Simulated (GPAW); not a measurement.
Wanted: an ASE script for a GPAW 26.7.0 run.

| Property | Result |
| --- | --- |
| Task | dielectric tensor |
| Functional | LDA |
| Potentials or basis | the program's PAW data sets (release 1.2.1) made for this functional |
| Cutoff | 400 eV |
| Basis | pw |
| k mesh | 6 × 6 × 3 |
| Occupations | fermi-dirac, width 0.001 eV |
| Spin | no spin polarisation |
| Response ecut | 80 eV |
| Maxiter | 150 |
| Response k mesh | 9 × 9 × 4 |
| Response bands | 54 |
| Kernels | ["RPA"] |
| Coarser k mesh | 9 × 9 × 4 |

The structure of Cl lies in POSCAR:

```
Cl
1.0
    3.1863863250     -2.2796086586      0.0000000000
    3.1863863250      2.2796086586      0.0000000000
    0.0000000000      0.0000000000      8.3180387054
Cl
4
Direct
    0.3700000000      0.6300000000      0.4000000000
    0.1300000000      0.8700000000      0.9000000000
    0.6300000000      0.3700000000      0.6000000000
    0.8700000000      0.1300000000      0.1000000000
```

One way to write it, as run:

run.py

```python
import numpy as np
from ase.dft.bandgap import bandgap
from ase.io import read, write
from gpaw import GPAW, PW
from gpaw.response.df import DielectricFunction

atoms = read('POSCAR')

calc = GPAW(mode=PW(400),
            xc='LDA',
            kpts={'size': (6, 6, 3), 'gamma': True},
            occupations={'name': 'fermi-dirac', 'width': 0.001},
            nbands=26,
            convergence={'density': 1e-06},
            maxiter=150,
            txt='gpaw.txt')
atoms.calc = calc
energy = atoms.get_potential_energy()
calc.write('gs.gpw')
write('result.traj', atoms)
print(f'Energy: {energy:.6f} eV')
print('Fermi level:', round(calc.get_fermi_level(), 4), 'eV')
print(f'Gap: {bandgap(calc)[0]:.4f} eV, direct: {bandgap(calc, direct=True)[0]:.4f} eV')

for size in [(9, 9, 4)]:
    name = 'x'.join(str(n) for n in size)
    dense = calc.fixed_density(kpts={'size': size, 'gamma': True},
                               nbands=60, convergence={'bands': 54, 'eigenstates': 1e-7},
                               update_fermi_level=True, txt=f'dense-{name}.txt')
    dense.write(f'{name}.gpw', mode='all')
    df = DielectricFunction(f'{name}.gpw', frequencies=np.array([0.0]), hilbert=False, eta=0.001,
                            ecut=80, nbands=54, intraband=False, txt=f'df-{name}.txt')
    for xc in ['RPA']:
        for direction in ['x', 'y', 'z', [0, 1, 1], [1, 0, 1], [1, 1, 0]]:
            e0, e = df.get_macroscopic_dielectric_constant(xc=xc, direction=direction)
            print(f'{name} {xc} {direction}: {e0:.4f} without, {e:.4f} with local fields')
```

Potentials or basis: the program's PAW data sets (release 1.2.1) made for this functional, pw.

Run with:

```console
$ OMP_NUM_THREADS=1 python run.py
```

Results of the run:

| Property | Result |
| --- | --- |
| Band gap on the k mesh | 2.19 eV, indirect (least direct gap 2.25 eV) |
| Electronic dielectric tensor (diagonal) | 2.19, 3.00, 4.26 |

Caveat: the long-wavelength limit can be off by a per cent or two; an odd mesh through Γ misses points on the zone boundary, where band edges often lie.

It took 2.7 min on 1 thread of AMD EPYC 7R43 64-Core Processor (Zen 3), on a shared host, peak memory 0.53 GiB.
